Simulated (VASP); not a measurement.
# Te2Mo in VASP: a series of runs

One slab, Te2Mo, is run at these levels: PBE0; tasks: single point.

Everything below comes from runs of VASP 6.6.1. Logs are shortened: lines on timing, memory, paths and dates and some standing lists are left out, and cuts for length are marked.

## 1. The structure

The cell holds a slab with vacuum, 3 atoms: a = 3.560 Å, b = 3.560 Å, c = 17.524 Å, α = 90.00°, β = 90.00°, γ = 120.00°.

## 2. Single point, PBE0

POSCAR

```
Te2Mo
1.0
    3.5602328140      0.0000000000      0.0000000000
   -1.7801164070      3.0832520603      0.0000000000
    0.0000000000      0.0000000000     17.5240578200
Te Mo
2 1
Direct
    0.3333333333      0.6666666667      0.1021445500
    0.3333333333      0.6666666667      0.8978554500
    0.0000000000      0.0000000000      0.0000000000
```

INCAR.step1

```
PREC = Accurate
ENCUT = 300
EDIFF = 1E-5
ISMEAR = 0
SIGMA = 0.01
LREAL = F
LASPH = T
NELM = 100
ALGO = Normal
ISIF = 2
LWAVE = T
NBANDS = 21
NKRED = 1
GGA = PE
```

INCAR.step2

```
PREC = Accurate
ENCUT = 300
EDIFF = 1E-6
ISMEAR = 0
SIGMA = 0.01
LREAL = F
LASPH = T
NELM = 100
ALGO = Normal
ISIF = 2
LWAVE = F
LCHARG = F
GGA = PE
LHFCALC = T
AEXX = 0.25
PRECFOCK = Fast
NBANDS = 21
NKRED = 1
ISTART = 1
```

KPOINTS

```
regular mesh
0
Gamma
  3 3 1
```

Potentials or basis: VASP PAW PBE potentials, release 64 (Te, Mo_sv).

Command:

```console
$ cat potpaw_PBE.64/Te/POTCAR potpaw_PBE.64/Mo_sv/POTCAR > POTCAR
$ cp INCAR.step1 INCAR
$ mpirun -np 1 vasp_std > vasp.out
$ cp INCAR.step2 INCAR
$ mpirun -np 1 vasp_std > vasp.out
```

OUTCAR:

```text
PREC = Accurate
   ENCUT = 300
   EDIFF = 1E-6
   ISMEAR = 0
   LREAL = F
   LASPH = T
   NELM = 100
   ISIF = 2
   GGA = PE
   LHFCALC = T
   AEXX = 0.25
   PRECFOCK = Fast
   NKRED = 1
   ISTART = 1

 Found      3 irreducible k-points:

 Following reciprocal coordinates:
            Coordinates               Weight
  0.000000  0.000000  0.000000      1.000000
  0.333333  0.000000  0.000000      6.000000
  0.333333  0.333333  0.000000      2.000000
   k-points           NKPTS =      3   k-points in BZ     NKDIM =      9   number of bands    NBANDS=     21
   number of dos      NEDOS =    301   number of ions     NIONS =      3
   total plane-waves  NPLWV =  40000
   dimension x,y,z NGX =    20 NGY =   20 NGZ =  100
   dimension x,y,z NGXF=    40 NGYF=   40 NGZF=  200
   ions per type =               2   1
   NGX,Y,Z   is equivalent  to a cutoff of   9.34,  9.34,  9.49 a.u.
   NGXF,Y,Z  is equivalent  to a cutoff of  18.68, 18.68, 18.97 a.u.
 SYSTEM =  unknown system
   PREC   = accura    normal or accurate (medium, high low for compatibility)
   ISTART =      1    job   : 0-new  1-cont  2-samecut
   ICHARG =      0    charge: 1-file 2-atom 10-const
   ISPIN  =      1    spin polarized calculation?
   LNONCOLLINEAR =      F non collinear calculations
   LSORBIT =      F    spin-orbit coupling
   LASPH  =      T    aspherical Exc in radial PAW
   ENCUT  =  300.0 eV  22.05 Ry    4.70 a.u.   5.03  5.03 24.75*2*pi/ulx,y,z
   NELM   =    100;   NELMIN=  2; NELMDL=  0     # of ELM steps
   EDIFF  = 0.1E-05   stopping-criterion for ELM
   LREAL  =      F    real-space projection
   EDIFFG = 0.1E-04   stopping-criterion for IOM
   NSW    =      0    number of steps for IOM
   IBRION =     -1    ionic relax: 0-MD 1-quasi-New 2-CG
   NFREE  =      0    steps in history (QN), initial steepest desc. (CG)
   ISIF   =      2    stress and relaxation
   ISYM   =      3    0-nonsym 1-usesym 2-fastsym
   POTIM  = 0.5000    time-step for ionic-motion
   TEBEG  =    0.0;   TEEND  =   0.0 temperature during run
   PSTRESS=    0.0 pullay stress
   NELECT =      26.0000    total number of electrons
   NUPDOWN=      -1.0000    fix difference up-down
   EMIN   =  10.00;   EMAX   =-10.00  energy-range for DOS
   EFERMI =   0.00;   METHOD = LEGACY
   ISMEAR =     0;   SIGMA  =   0.01  broadening in eV -4-tet -1-fermi 0-gaus
   EFERMI_NEDOS =   21; number of points for ismear=-14 and -15
   IALGO  =     38    algorithm
   IMIX   =      1    mixing-type and parameters
     AMIX     =   0.40;   BMIX     =  1.00
     AMIX_MAG =   1.60;   BMIX_MAG =  1.00
  volume/ion in A,a.u.               =      64.12       432.71
  Fermi-wavevector in a.u.,A,eV,Ry     =   0.840153  1.587660  9.603777  0.705858
  Thomas-Fermi vector in A             =   1.954489
   LORBIT       =      0    0 simple, 1 ext, 2 COOP (PROOUT), +10 PAW based schemes
   GGA     = PE    functional components
   LHFCALC =     T    Hartree Fock is set to
   PRECFOCK=fast      Normal, Fast or Accurate (Low or Medium for compatibility)
   ENCUT4O =  -1.0   cutoff for four orbital integrals eV
   NKREDX  =     1    reduce k-point grid by
   NKREDY  =     1    reduce k-point grid by
   NKREDZ  =     1    reduce k-point grid by
   AEXX    =    0.2500 exact exchange contribution
   HFSCREEN=    0.0000 screening length (either q_TF or 0.3 A-1)
   HFSCREENC=   0.0000 screening length for correlation (either q_TF or 0.3 A-1)
   ENCUTFOCK=  -1.0 apply spherical cutoff to Coloumb kernel
   IVDW    =     0    specifies the selected vdW correction
   LEPSILON=     F    determine dielectric tensor
   LRPA    =     F    only Hartree local field effects (RPA)
 non-spin polarized calculation
 Gauss-broadening in eV      SIGMA  =   0.01
  energy-cutoff  :      300.00
  volume of cell :      192.36
 maximum number of plane-waves:      2301
 NGX is ok and might be reduce to    20
  NGX = 12; NGY = 12; NGZ = 60

 number of electron      26.0000005 magnetization

 Free energy of the ion-electron system (eV)
  ---------------------------------------------------
  ext. energy  EPLUGINS =         0.00000000
  ---------------------------------------------------
  free energy    TOTEN  =       -24.27959189 eV

  energy without entropy =      -24.27959189  energy(sigma->0) =      -24.27959189

 E-fermi :  -0.4078     XC(G=0):  -3.7096

 val. band max:       -0.5158144339   @ k =   0.3333   0.3333   0.0000
 cond. band min:       1.8607324391   @ k =   0.3333   0.3333   0.0000
 fundamental gap:      2.3765468729
 Fermi energy:        -0.4078338816

 k-point     1 :       0.0000    0.0000    0.0000
  band No.  band energies     occupation
      1     -65.1615      2.00000
      2     -37.9938      2.00000
      3     -37.7569      2.00000
      4     -37.7567      2.00000
      5     -14.4795      2.00000
      6     -13.3884      2.00000
[... 13 lines left out ...]
     20       5.9592      0.00000
     21       7.0766      0.00000

 k-point     2 :       0.3333    0.0000    0.0000
  band No.  band energies     occupation
      1     -65.1538      2.00000
      2     -37.9726      2.00000
      3     -37.8744      2.00000
      4     -37.7846      2.00000
      5     -13.0532      2.00000
      6     -12.4371      2.00000
[... 13 lines left out ...]
     20       6.7035      0.00000
     21       7.4207      0.00000

 k-point     3 :       0.3333    0.3333    0.0000
  band No.  band energies     occupation
      1     -65.1500      2.00000
      2     -37.9616      2.00000
      3     -37.8684      2.00000
      4     -37.8612      2.00000
      5     -12.0062      2.00000
      6     -11.7423      2.00000
[... 13 lines left out ...]
     20       8.1585      0.00000
     21       9.1612      0.00000

------------------------ aborting loop because EDIFF is reached ----------------------------------------

  FORCE on cell =-STRESS in cart. coord.  units (eV):
  Direction    XX          YY          ZZ          XY          YZ          ZX
  --------------------------------------------------------------------------------------
  -------------------------------------------------------------------------------------
  Total       -1.9210692     -1.9210692     -1.8969367      0.0000000     -0.0000000      0.0000000
  in kB      -16.0004242    -16.0004242    -15.7994265      0.0000000     -0.0000000      0.0000000
  external PRESSURE =     -15.9334249 kB  Pullay stress =       0.0000000 kB

 VOLUME and BASIS-vectors are now :
 -----------------------------------------------------------------------------
  energy-cutoff  :      300.00
  volume of cell :      192.36
      direct lattice vectors                 reciprocal lattice vectors
     3.560232814  0.000000000  0.000000000     0.280880508  0.162166437  0.000000000
    -1.780116407  3.083252060  0.000000000     0.000000000  0.324332873  0.000000000
     0.000000000  0.000000000 17.524057820     0.000000000  0.000000000  0.057064409

 POSITION                                       TOTAL-FORCE (eV/Angst)
 -----------------------------------------------------------------------------------
     -0.00000      2.05550      1.78999         0.000000      0.000000     -0.469136
     -0.00000      2.05550     15.73407         0.000000      0.000000      0.469136
      0.00000      0.00000      0.00000        -0.000000      0.000000      0.000000
 -----------------------------------------------------------------------------------
    total drift:                               -0.000052      0.000016      0.000001

  FREE ENERGIE OF THE ION-ELECTRON SYSTEM (eV)
  ---------------------------------------------------
  free  energy   TOTEN  =       -24.2795918852 eV

  energy  without entropy=      -24.2795918852  energy(sigma->0) =      -24.27959189
```

Run time: 23 s. Hardware: 1 thread of Intel Xeon 6975P-C (Granite Rapids), shared host; peak memory 0.18 GiB.

These settings aren't checked as converged: the numbers below hold their error.

Results:

```
Free energy            : -24.2796 eV
Largest force          : 0.469 eV/Å
Band gap on the k mesh : 2.38 eV, direct
```

Caveat: the k mesh is coarse (spacing up to 0.68 Å⁻¹), so the values aren't converged, least of all with exact exchange; the cutoff is under 1.25 times the usual one of these potentials, so pressure, stress and relaxed cells hold a basis-set (Pulay) error; the PAW data sets were made with another functional, which shifts forces and pressure a little; spin-orbit coupling is left out, which moves the levels of the heavy elements.

## 3. Single point, PBE0

POSCAR is that of step 2.

INCAR.step1 is that of step 2.

INCAR.step2 is that of step 2.

KPOINTS

```
regular mesh
0
Gamma
  4 4 1
```

Potentials or basis: VASP PAW PBE potentials, release 64 (Te, Mo_sv).

Command:

```console
$ cat potpaw_PBE.64/Te/POTCAR potpaw_PBE.64/Mo_sv/POTCAR > POTCAR
$ cp INCAR.step1 INCAR
$ mpirun -np 1 vasp_std > vasp.out
$ cp INCAR.step2 INCAR
$ mpirun -np 1 vasp_std > vasp.out
```

It took 45 s on 1 thread of Intel Xeon 6975P-C (Granite Rapids), shared host; peak memory 0.19 GiB.

The run converged, but some of its settings lie outside the range that counts as converged, so its numbers aren't taken as properties of the slab.

Results:

```
Free energy            : -24.1283 eV
Largest force          : 0.306 eV/Å
Band gap on the k mesh : 2.99 eV, indirect (least direct gap 3.01 eV)
```

Caveat: the k mesh is coarse (spacing up to 0.51 Å⁻¹), so the values aren't converged, least of all with exact exchange; the cutoff is under 1.25 times the usual one of these potentials, so pressure, stress and relaxed cells hold a basis-set (Pulay) error; the PAW data sets were made with another functional, which shifts forces and pressure a little; spin-orbit coupling is left out, which moves the levels of the heavy elements.

(Continued in part 2 of 2.)
